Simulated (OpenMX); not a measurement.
Sc: changing the volume of the cell

```xyz
2
Lattice="3.3090 0.0000 0.0000 -1.6545 2.8657 0.0000 0.0000 0.0000 5.2733" Properties=species:S:1:pos:R:3 pbc="T T T"
Sc    1.6545    0.9552    3.9550
Sc    0.0000    1.9105    1.3183
```

Kept alike: task single point; functional PBE; k mesh 7 × 7 × 5; occupations fermi-dirac, width 0.05 eV; no spin polarisation. Program: OpenMX, OpenMX 2013 PBE set, Sc7.0-s3p2d2, grid cutoff 400 Ry. The mesh is that of the run's cell of 2 atoms. No spin-orbit coupling.

| volume of cell, f (times the cell shown) | pressure (GPa) | free energy over the lowest row (meV/atom) |
| --- | --- | --- |
| 0.88 | 7.50 | 52.44 |
| 0.92 | 4.04 | 16.03 |
| 0.96 | 1.20 | 0.00 |
| 1 | -1.18 | 0.16 |
| 1.04 | -3.18 | 13.92 |
| 1.08 | -4.84 | 39.09 |

Pressure is positive in compression. The cell shown is the unstrained one; x, y and z are its Cartesian axes; atoms keep their fractions. For a metal such a mesh leaves the last digits unconverged.

Q: What does the volume of the cell change here?

A: The pressure falls from 7.50 to -4.84 GPa between 0.88 and 1.08 times the cell shown. The free energy is lowest at 0.96, and 52.44 meV an atom higher at 0.88.
